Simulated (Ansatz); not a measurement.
Runs of Ansatz 0.2.0 on Ni. The structure is hexagonal, space group P6_3/mmc (No. 194). The conventional cell has a = 2.448 Å, b = 2.448 Å, c = 4.073 Å, α = 90.00°, β = 90.00°, γ = 120.00°. Ni (site symmetry -6m2) has 12 Ni at 2.45 to 2.48 Å as nearest neighbours. This isn't the form of Ni at room conditions, which is fcc.

```tsv
task	level	potentials or basis	spin	U	cell	cutoff (eV)	smearing	driver	hubbard projectors	points for each segment of the path	double counting	gap on the mesh (eV)	pressure (GPa)	moment (μB)
band structure	LDA+U	Ansatz PAW accurate	collinear, random start	Ni d U = 3.5 eV	as given	1080	cold 0.025 eV	chain	all-electron-ortho-atomic	14	fll (the default)	none	-9.8	1.35
relaxation of cell and atoms	LDA	Ansatz PAW	collinear, program default start	-	relaxed	420	gaussian 0.01 eV	-	-	-	-	none	0.0	(a)
single point	LDA	Ansatz PAW	collinear, ferromagnetic start	-	as given	420	gaussian 0.1 eV	-	-	-	-	none	(b)	1.25
ladder of functionals	r2SCAN+D3(BJ)+U	Ansatz PAW polarizable	collinear, program default start	Ni d U = 1 eV	as given	500	fermi-dirac 0.05 eV	-	ortho-atomic	-	fll	none	-2.5	1.52
```

Alike in all rows: k mesh 12 × 12 × 7.

**Question.** Estimate the missing entries.

**Answer.** (a) 1.24; (b) -10.9.

Caveats: the PAW data sets come from PBE, with cores solved anew for the run's functional, which leaves a small shift of forces and pressure; the magnetic or orbital state may not be the lowest (some runs); the U is typed as a test and isn't derived for this compound (some runs); the plane-wave basis is chosen anew once the cell has moved, so the energies of steps on either side of that aren't comparable (some runs); pairwise dispersion overbinds metals, which lowers pressure and volume (some runs).

A k mesh can miss the band edges.

A gap of «none» marks a metal or a gap under the smearing width.

Not every run made on this cell is shown here.
